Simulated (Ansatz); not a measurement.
Wurtzite ZnS, relaxed with r2SCAN in Ansatz. Space group P6_3mc (No. 186), hexagonal; conventional cell a = 3.805 Å, c = 6.244 Å, 19.58 Å³ an atom. Around Zn lie 4 S at 2.33–2.34 Å; around S lie 4 Zn at 2.33–2.34 Å.

The axes x, y and z are those of this cell:
```
CELL_PARAMETERS angstrom
3.80545 0.00000 0.00000
-1.90273 3.29562 0.00000
0.00000 0.00000 6.24399
ATOMIC_POSITIONS crystal
Zn 0.33333 0.66667 0.00034
Zn 0.66667 0.33333 0.50034
S 0.33333 0.66667 0.37466
S 0.66667 0.33333 0.87466
```

Unstrained: With PBE the gap is 2.213 eV and direct, at Γ. The r2SCAN gap is direct at Γ: 2.781 eV. With HSE06 the gap is 3.444 eV and direct, at Γ. Meshes: PBE 12×12×4, r2SCAN 12×12×4, HSE06 6×6×4. Strains are changes of length per length. After each strain the atoms were relaxed again with r2SCAN within the symmetry that the strain leaves, so tilts or polar shifts that break it weren't tested; points keep the names that they have in the unstrained zone. Calculated for a static, non-magnetic cell.

**Question.** Apply uniaxial +5.0 % along z, other directions held. How far does the gap move, against the unstrained cell?

**Answer.** PBE: the gap goes from 2.213 to 1.830 eV (-0.383 eV). r2SCAN: the gap goes from 2.781 to 2.369 eV (-0.412 eV). HSE06: the gap goes from 3.444 to 3.025 eV (-0.419 eV). The r2SCAN energy rises by 21.5 meV an atom.

**Question.** Apply uniaxial -0.5 % along x, other directions held. How far does the gap move, against the unstrained cell?

**Answer.** PBE: the gap goes from 2.213 to 2.217 eV (+0.004 eV); with r2SCAN the top three valence levels at Γ, grouped 2+1 from the top over 85 meV, become 1+1+1 over 111 meV. r2SCAN: the gap goes from 2.781 to 2.785 eV (+0.004 eV). HSE06: the gap goes from 3.444 to 3.448 eV (+0.004 eV). The r2SCAN energy rises by 0.2 meV an atom.

**Question.** For epitaxial -1.0 % in the xy plane, how far does the free direction move, and what happens to the gap?

**Answer.** The normal strain at zero normal stress is +0.63 %, 0.63 of the in-plane strain with the sign turned. PBE: the gap goes from 2.213 to 2.220 eV (+0.007 eV); with r2SCAN the top three valence levels at Γ, grouped 2+1 from the top over 85 meV, become 2+1 over 178 meV. r2SCAN: the gap goes from 2.781 to 2.787 eV (+0.006 eV). HSE06: the gap goes from 3.444 to 3.451 eV (+0.007 eV).

The meshes of the hybrids are coarse, so their gaps aren't converged to the digits shown.

The splittings at Γ are without spin-orbit coupling, which regroups them where it is of like size or larger.
